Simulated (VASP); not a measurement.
Write the native input for VASP 6.6.1 that does the following.

| Property | Result |
| --- | --- |
| Task | band structure |
| Functional | r2SCAN50 |
| Potentials or basis | VASP PAW PBE potentials, release 64 (In_d, As) |
| Cutoff | 520 eV |
| k mesh | 4 × 4 × 4 |
| Occupations | fermi-dirac, width 0.05 eV |
| Spin | no spin polarisation |
| Grid for exact exchange (PRECFOCK) | Fast |
| Exchange at q = 0 | default |
| Further INCAR settings | ALGO = Normal; EDIFF = 1e-07; NBANDS = 16 |

InAs:

```
In As
1.0
     0.00000    3.01800    3.01800
     3.01800    0.00000    3.01800
     3.01800    3.01800    0.00000
In As
1 1
Direct
  0.00000 0.00000 0.00000
  0.75000 0.75000 0.75000
```

The input as run:

POSCAR

```
InAs
1.0
    0.0000000000      3.0180000000      3.0180000000
    3.0180000000      0.0000000000      3.0180000000
    3.0180000000      3.0180000000      0.0000000000
In As
1 1
Direct
    0.0000000000      0.0000000000      0.0000000000
    0.7500000000      0.7500000000      0.7500000000
```

INCAR.step1

```
PREC = Accurate ; ENCUT = 520
EDIFF = 1E-5 ; ISMEAR = -1
SIGMA = 0.05 ; LREAL = F
LASPH = T ; NELM = 100
ALGO = Normal ; ISIF = 2
LWAVE = T ; LCHARG = F
NBANDS = 16 ; GGA = PE
```

INCAR.step2

```
PREC = Accurate ; ENCUT = 520
EDIFF = 1E-7 ; ISMEAR = -1
SIGMA = 0.05 ; LREAL = F
LASPH = T ; NELM = 100
ALGO = Normal ; ISIF = 2
LWAVE = F ; LCHARG = F
METAGGA = R2SCAN ; LHFCALC = T
AEXX = 0.5 ; LMIXTAU = T
PRECFOCK = Fast ; NBANDS = 16
ISTART = 1
```

KPOINTS

```
Automatic mesh
0
Gamma
  4 4 4
```

KPOINTS_OPT

```
path GXWKGLUWLK,UX
12
line-mode
reciprocal
 0.0000000000  0.0000000000  0.0000000000  G
 0.5000000000  0.0000000000  0.5000000000  X

 0.5000000000  0.0000000000  0.5000000000  X
 0.5000000000  0.2500000000  0.7500000000  W

 0.5000000000  0.2500000000  0.7500000000  W
 0.3750000000  0.3750000000  0.7500000000  K

 0.3750000000  0.3750000000  0.7500000000  K
 0.0000000000  0.0000000000  0.0000000000  G

 0.0000000000  0.0000000000  0.0000000000  G
 0.5000000000  0.5000000000  0.5000000000  L

 0.5000000000  0.5000000000  0.5000000000  L
 0.6250000000  0.2500000000  0.6250000000  U

 0.6250000000  0.2500000000  0.6250000000  U
 0.5000000000  0.2500000000  0.7500000000  W

 0.5000000000  0.2500000000  0.7500000000  W
 0.5000000000  0.5000000000  0.5000000000  L

 0.5000000000  0.5000000000  0.5000000000  L
 0.3750000000  0.3750000000  0.7500000000  K

 0.6250000000  0.2500000000  0.6250000000  U
 0.5000000000  0.0000000000  0.5000000000  X
```

Potentials or basis: VASP PAW PBE potentials, release 64 (In_d, As).

The run is started by

```sh
$ cat potpaw_PBE.64/In_d/POTCAR potpaw_PBE.64/As/POTCAR > POTCAR
$ cp INCAR.step1 INCAR
$ mpirun -np 1 vasp_std > vasp.out
$ cp INCAR.step2 INCAR
$ mpirun -np 1 vasp_std > vasp.out
```

Results of the run:

```yaml
Pressure: -0.6 GPa
```

Caveat: the k mesh is coarse (spacing up to 0.45 Å⁻¹), so the values aren't converged, least of all with exact exchange; an unscreened hybrid on a path of extra k points without a Coulomb cutoff has errors near the mesh points, so the bands along the path aren't reliable; the PAW data sets were made with another functional, which shifts forces and pressure a little.

Run time: 46 min on 1 thread of Intel(R) Xeon(R) Platinum 8259CL CPU @ 2.50GHz (Skylake/Cascade Lake), with other jobs on the host, peak memory 0.29 GiB.
